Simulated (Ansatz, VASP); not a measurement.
# Cross-check of Ti2Te2P between VASP and Ansatz, part 2 of 2

Aim: how closely do two programs agree when they are given the same cell, functional and k mesh?

VASP 6.6.1 and Ansatz 0.2.0.

So far: The structure; VASP: single point, PBEsol.

## (3) Ansatz: single point, PBEsol

Level of this step: Ansatz beside VASP: Kohn-Sham DFT, plane waves, PBEsol (Ansatz).

Ansatz runs on its default PAW (the set named soft_2) files.

The same cell, functional, mesh and smearing now go to Ansatz, which takes its cutoff from its data sets.

File input.yaml:

```yaml
crystal:
  lattice:
    - [1.8251794314, 1.053767836, 9.9444565052]
    - [-1.8251794314, 1.053767836, 9.9444565052]
    - [0.0, -2.107535672, 9.9444565052]
  atoms:
    - { symbol: Te, position: [0.77174725, 0.77174725, 0.77174725] }
    - { symbol: Te, position: [0.22825275, 0.22825275, 0.22825275] }
    - { symbol: Ti, position: [0.37783737, 0.37783737, 0.37783737], spin: 1.0 }
    - { symbol: Ti, position: [0.62216263, 0.62216263, 0.62216263], spin: -1.0 }
    - { symbol: P, position: [0.0, 0.0, 0.0] }
hamiltonian:
  xc: pbesol
  pseudopotentials: { kind: paw }
magnetization:
  spin_polarized: true
kpoints:
  mp_grid: { grid: [8, 8, 8] }
scf:
  occupations: { method: gaussian, width: 0.05 }
  n_extra_bands: 8
output:
  forces: true
  stress: true
  eigenvalues: true
  write_density: true
  write_potential: true
  elf: true
  volumetric_format: npy
```

The run is started by

```console
$ ansatz run input.yaml --threads 2 --pin off --max-ram 4608MiB --backend cpu --events-out ev --progress --plain --runs-dir out
```

Numbers of over 12 decimals in the logs are rounded to 6 here.

Output:

```text
basis.fft_grid_basis auto: the FFT boxes are laid along the combinations [[1, -1, 0], [0, 1, 0], [0, -1, 1]] of the cell's own vectors, 3.650, 10.165 and 3.650 Å long. The dense box has 25×72×25 points. Along the cell's own vectors, as sized, it would have 72×72×72, 8.29 times as many. Of the 6 symmetry operations that the crystal satisfies within crystal.symmetry.tolerance (time reversal apart; of a slab, those that [...]
scf.n_extra_bands = 8 over 31 filled bands (N_el = 61.0): the run solves 39 bands
Engine: ansatz 0.2.0, aarch64-unknown-linux-gnu
Pseudopotentials: kind: paw
Pseudopotential: Te, paw, valence charge 16, recommended cutoff 420 eV (normal), Te.paw.azcp
Pseudopotential: Ti, paw, valence charge 12, recommended cutoff 420 eV (normal), Ti.paw.azcp
Pseudopotential: P, paw, valence charge 5, recommended cutoff 420 eV (normal), P.paw.azcp
Functional definition: PBEsol
  exchange = pbesol_x
  correlation = pbesol_c
Crystal: 5 atoms, lattice volume = 114.758 Å³
Basis set: ecut = 420 eV, 2205 PW (Γ), FFT grids on a1−a2, a2, −a2+a3, exchange–correlation on 50×144×50 points (8 copies of the dense FFT grid, shifted against one another)
Bands: 39, of which v1, the nominal top of the filled ones, is band 31 counted from 1 (30 counted from 0)
Symmetry: 6 space group operations
Space group: R3m (ITA 160), of the structure as read, at distance tolerance 4.9e-5 Å
Magnetic group: BNS 166.99 (UNI 1329), of the structure as read, at distance tolerance 4.9e-5 Å
k-points: 65 of 512 (time reversal used)
Non-local potential: Te, projectors of the file, l = 0: 2, l = 1: 2, l = 2: 2, l = 3: 2
Non-local potential: Ti, projectors of the file, l = 0: 3, l = 1: 2, l = 2: 3, l = 3: 1
Non-local potential: P, projectors of the file, l = 0: 2, l = 1: 2, l = 2: 2
PAW form: soft (Blöchl's): semilocal exchange-correlation on the pseudo side does not see the compensation charge
PAW frozen core: Te, regenerated for the run's functional, and the local potential with it (the file was generated under x = pbe(κ = 0.804, μ = 0.219515), c = pbe(β = 0.066725))
PAW frozen core: Ti, regenerated for the run's functional, and the local potential with it (the file was generated under x = pbe(κ = 0.804, μ = 0.219515), c = pbe(β = 0.066725))
PAW frozen core: P, regenerated for the run's functional, and the local potential with it (the file was generated under x = pbe(κ = 0.804, μ = 0.219515), c = pbe(β = 0.066725))
PAW one-centre angular grid: Te, 590 points (default); XC on 64 Gauss nodes
PAW one-centre angular grid: Ti, 590 points (default); XC on 64 Gauss nodes
PAW one-centre angular grid: P, 110 points (default); XC on 64 Gauss nodes
Initial density: superposition of atomic densities (chi_scale 0.1, normalization cell)
Starting moments: Σ|m| = 2 μB on 2 of 5 sites
Starting magnetic order: antiferromagnet; an inversion exchanges its spin sublattices: spin-degenerate at every k-point
Initial wavefunctions: pseudopotential atomic-orbital guess
Functional: x = pbesol(κ = 0.804, μ = 0.123457), c = pbesol(β = 0.046)
SCF iter   1: F=—  HF=-19497.142862 eV  |F-HF|=—  |Δ(HF+E_count)|=         —  Δρ=3.42e-2 (↑3.42e-2 ↓3.42e-2)  dr2=5.53e0  dr2_m=7.90e-1  M=-0.000 μB ∫|m|=0.259 μB  β_m=0.30  ethr=3.10e-3  ⟨swp⟩=7.8  Hψ=22576  notcnv=0
Mixer restart at iter 1: flushing history
preconditioner: auto → Kerker (q_TF=auto, 2.456 Å⁻¹)  [metal: Δε(μ)=0.049 eV  Ē_g=6.935 eV  σ=0.050 eV  W_gap=0.48  n_scr=30 (ndim 8)  ℏωp=17.3 eV  f_vac=0.018  D(μ)=2.04/eV (n_scr^D=4)]
spin=Collinear: Kerker preconditioning applied to the charge; magnetization (m = ρ↑ − ρ↓) channel mixes plain (no charge-response kernel on spin).
SCF iter   2: F=—  HF=-19496.174498 eV  |F-HF|=—  |Δ(HF+E_count)|=   9.68e-1  Δρ=2.35e-2 (↑2.35e-2 ↓2.35e-2)  dr2=3.88e0  dr2_m=4.05e-1  M=0.000 μB ∫|m|=0.214 μB  β_m=0.59  ethr=3.10e-3  ⟨swp⟩=2.1  Hψ=7121  notcnv=0  defer=190
SCF iter   3: F=—  HF=-19495.791506 eV  |F-HF|=—  |Δ(HF+E_count)|=   3.83e-1  Δρ=6.24e-3 (↑6.24e-3 ↓6.24e-3)  dr2=1.72e0  dr2_m=1.27e-2  M=0.000 μB ∫|m|=0.094 μB  β_m=0.79  ethr=3.10e-3  ⟨swp⟩=2.6  Hψ=7090  notcnv=0  defer=190
SCF iter   4: F=—  HF=-19495.561608 eV  |F-HF|=—  |Δ(HF+E_count)|=   2.30e-1  Δρ=3.15e-3 (↑3.15e-3 ↓3.15e-3)  dr2=1.86e-1  dr2_m=4.89e-4  M=-0.000 μB ∫|m|=0.010 μB  β_m=0.90  ethr=2.83e-3  ⟨swp⟩=2.5  Hψ=7069  notcnv=0  defer=202
SCF iter   5: F=—  HF=-19495.616276 eV  |F-HF|=—  |Δ(HF+E_count)|=   5.47e-2  Δρ=1.81e-3 (↑1.81e-3 ↓1.81e-3)  dr2=3.19e-2  dr2_m=2.20e-4  M=-0.000 μB ∫|m|=0.012 μB  β_m=0.95  ethr=3.06e-4  ⟨swp⟩=2.9  Hψ=7424  notcnv=0  defer=202
SCF iter   6: F=—  HF=-19495.614418 eV  |F-HF|=—  |Δ(HF+E_count)|=   1.86e-3  Δρ=1.10e-3 (↑1.10e-3 ↓1.10e-3)  dr2=2.70e-2  dr2_m=5.91e-6  M=0.000 μB ∫|m|=0.001 μB  β_m=0.92  ethr=5.23e-5  ⟨swp⟩=3.2  Hψ=11090  notcnv=0  defer=202
SCF iter   7: F=—  HF=-19495.615298 eV  |F-HF|=—  |Δ(HF+E_count)|=   8.80e-4  Δρ=6.00e-4 (↑6.00e-4 ↓5.99e-4)  dr2=8.92e-3  dr2_m=1.14e-6  M=-0.000 μB ∫|m|=0.001 μB  β_m=0.96  ethr=4.43e-5  ⟨swp⟩=1.8  Hψ=5587  notcnv=0  defer=202
SCF iter   8: F=—  HF=-19495.614926 eV  |F-HF|=—  |Δ(HF+E_count)|=   3.72e-4  Δρ=1.29e-4 (↑1.29e-4 ↓1.29e-4)  dr2=1.48e-4  dr2_m=2.10e-6  M=-0.000 μB ∫|m|=0.002 μB  β_m=0.98  ethr=1.46e-5  ⟨swp⟩=2.0  Hψ=6026  notcnv=0  defer=202
SCF iter   9: F=—  HF=-19495.614952 eV  |F-HF|=—  |Δ(HF+E_count)|=   2.60e-5  Δρ=9.63e-5 (↑9.60e-5 ↓9.63e-5)  dr2=1.08e-4  dr2_m=3.08e-9  M=-0.000 μB ∫|m|=0.000 μB  β_m=0.99  ethr=2.42e-7  ⟨swp⟩=3.3  Hψ=10430  notcnv=0  defer=202
SCF iter  10: F=—  HF=-19495.614957 eV  |F-HF|=—  |Δ(HF+E_count)|=   4.73e-6  Δρ=1.28e-5 (↑1.26e-5 ↓1.28e-5)  dr2=1.29e-6  dr2_m=1.57e-9  M=0.000 μB ∫|m|=0.000 μB  β_m=0.99  ethr=1.76e-7  ⟨swp⟩=2.0  Hψ=6124  notcnv=0  defer=202
SCF iter  11: F=—  HF=-19495.614958 eV  |F-HF|=—  |Δ(HF+E_count)|=   6.98e-7  Δρ=7.66e-6 (↑7.66e-6 ↓7.31e-6)  dr2=6.34e-7  dr2_m=6.55e-10  M=0.000 μB ∫|m|=0.000 μB  β_m=0.95  ethr=2.12e-9  ⟨swp⟩=2.4  Hψ=7666  notcnv=0  defer=202
SCF iter  12: F=—  HF=-19495.614958 eV  |F-HF|=—  |Δ(HF+E_count)|=   3.77e-8  Δρ=2.01e-6 (↑1.94e-6 ↓2.01e-6)  dr2=4.02e-8  dr2_m=6.39e-11  M=0.000 μB ∫|m|=0.000 μB  β_m=0.98  ethr=1.04e-9  ⟨swp⟩=2.0  Hψ=5919  notcnv=0  defer=202
SCF iter  13: F=-19495.614958 eV  HF=-19495.614958 eV  |F-HF|=7.01e-9  |Δ(HF+E_count)|=   1.07e-8  Δρ=9.17e-7 (↑9.17e-7 ↓8.61e-7)  dr2=9.16e-9  dr2_m=2.90e-12  M=0.000 μB ∫|m|=0.000 μB  ethr=6.59e-11  ⟨swp⟩=15.6  Hψ=38064  notcnv=0
SCF 1 converged in 13 iterations: F = -19495.614958 eV  dr2 = 9.16e-9
  Residual-converged pass: ⟨swp⟩=1.2  Hψ=5636  notcnv=0  max |occ|·‖R‖ = 7.1e-9 eV (tolerance 1.0e-8 eV)  dr2=9.16e-9  dr2_m=2.90e-12  dr2_onsite=7.83e-10  max |Δocc| = 8.8e-12
  greatest PAW one-centre occupation: 0.999 electrons in one spin orbital (limit 2), on the Ti atom at site 2 (counted from 0), in its partial waves of l = 0
WARN: the starting moments were not kept: the SCF closed with an absolute magnetisation of 6.0e-6 μB, where they sum to 2 μB in size (2 sites). That is at most 0.1 of that sum. Measured as dr2_m measures the in/out step, that magnetisation stands 3.8e-12 eV from none, at or under the dr2_threshold of 1.0e-7 eV: it is no larger than a step whose dr2_m would equal this threshold. The system may hold no moment; this SCF [...]
SCF converged after 13 iterations
Magnetization: 0.0000 μB (30.5000 up, 30.5000 down)
Absolute magnetization: 0.0000 μB (∫|ρ↑−ρ↓|, with the PAW one-centre terms)
Spin contamination: 0.0000 ħ² per cell (⟨S²⟩ above its minimum at these occupations)
Per-site moments (μB) at R_I (Å): [(-4.121866573754171e-7, 1.145212), (4.0351483756273546e-7, 1.145212), (1.5746270201553383e-6, 1.027490), (-1.5327291030016997e-6, 1.027490), (-4.882732077972378e-9, 1.027490)]
Free energy (F): -19495.614958 eV
Harris-Foulkes:  -19495.614958 eV  (|F-HF|=7.01e-9)
Internal energy: -19495.611306 eV  (E = F + TS)
E sigma→0 (E₀):  -19495.613132 eV
Entropy (-TS):   -0.003651 eV (-0.730 meV/atom)
Fermi energy:    10.182633 eV
--- Per-component energies (eV) ---
  E_band       = -845.199930
  E_kinetic    = 978.563772
  E_local      = -4885.255778  (includes V_loc(G=0)·N_el)
  E_nonlocal   = -562.887898
  E_hartree    = 2624.418304
  E_xc         = -503.551312
  E_vxc        = -515.219063  (∫ρ·V_xc dr)
  E_paw        = -11768.727471  (= ΣΔE_a)
  E_vpaw       = -1109.240051  (= ΣTr[D̂ρ^β])
  E_aug_tail   = -0.000186  (compensation charges beyond the density's cutoff)
  E_ewald      = -5379.245232
  E_core_change = 1.074495  (= ΣΔE_core)
  E_smearing   = -0.003651  (= −TS)
  E_closure    = -0.000000  (closes the sum)
  Σ components = -19495.614958   (vs F -19495.614958, Δ=0.00e0)
--- Forces (eV/Å), atoms counted from 1 ---
  atom   1  Te    -0.00000000     0.00000000    -0.04770795
  atom   2  Te     0.00000000    -0.00000000     0.04772729
  atom   3  Ti     0.00000000    -0.00000000    -0.24984778
  atom   4  Ti    -0.00000000     0.00000000     0.24985041
  atom   5  P      0.00000000     0.00000000    -0.00002839
  max |Σ_I F_I| component: 6.43e-6 eV/Å
--- Stress (GPa, compression-positive) ---
       -3.518458      -0.000000      -0.000000
       -0.000000      -3.518458       0.000000
       -0.000000       0.000000      -2.601844
  P = ⅓ Tr σ = -3.2129 GPa (-32.129 kbar)
--- Band table (eV; the first three rows and the last of 130) ---
  k-point 0 ↑: bands = [... 27 lower, 9.9674, 10.1258, 10.1258, 10.3118, 11.2821, 11.2821, 11.6343, 11.6343, ... 4 higher]
  k-point 1 ↑: bands = [... 27 lower, 9.5006, 9.8897, 9.9866, 10.1971, 11.0876, 11.1102, 11.4849, 11.9165, ... 4 higher]
  k-point 2 ↑: bands = [... 27 lower, 9.0446, 9.3375, 9.6882, 9.8031, 11.0067, 11.1654, 11.6359, 12.1303, ... 4 higher]
  k-point 64 ↓: bands = [... 27 lower, 9.5053, 10.1252, 10.1252, 10.6547, 11.2750, 11.2750, 11.5651, 11.5651, ... 4 higher]
```

Run time: 4.4 min. Hardware: 2 threads of Arm Neoverse N1, shared host; peak memory 0.84 GiB; 8.8 min of CPU time.

The run ends at a pressure of -3.21 GPa, with forces up to 0.25 eV/Å.

## (4) Differences

Known differences besides the potentials themselves: the data sets hold 61 valence electrons in Ansatz (default PAW (the set named soft_2) files) and 41 in VASP; the cutoff is 420 eV in Ansatz and 400 eV in VASP; Ansatz makes its cores anew for this functional, VASP keeps those of its PBE data sets. Total energies have different zeros and are not compared.

Compared:

| quantity | Ansatz | VASP | difference |
| --- | --- | --- | --- |
| pressure (GPa) | -3.21 | -3.31 | +0.09 |

Forces (eV/Å; atoms numbered as in POSCAR):

```csv
atom,"Ansatz x, y, z","VASP x, y, z"
Te1,"0.000, 0.000, -0.048","0.000, 0.000, -0.025"
Te2,"0.000, 0.000, 0.048","0.000, 0.000, 0.025"
Ti3,"0.000, 0.000, -0.250","0.000, 0.000, -0.255"
Ti4,"0.000, 0.000, 0.250","0.000, 0.000, 0.255"
P5,"0.000, 0.000, 0.000","0.000, 0.000, 0.000"
```

The forces differ by 8.6 meV/Å r.m.s., which is 9.2 % of the r.m.s. force of 0.09 eV/Å (both taken over all components). Ansatz's pressure holds a Pulay correction of 0.02 GPa; VASP's holds none.

## (5) Summary of results

```
r.m.s. force difference (single point, PBEsol) : 8.6 meV/Å
```

In words: The r.m.s. force difference is 8.6 meV/Å (single point, PBEsol), within the 12 meV/Å picked in this series as the mark of a large difference. 1 further run of this series is not shown here. How closely two codes agree says nothing of how well the functional describes the real material.

[Lines on the potential files, build, host, timing and source positions are cut from VASP's logs without a mark.]

[Logs are printed without paths, hosts, clocks, repeated set-up lines and the standing remarks that a program may print on its own settings, such as how far it seeks lower states.]

[Hosts, paths, dates, database ids (printed as entryN), source tags and the programs' standing remarks are cut or masked in the printed files.]
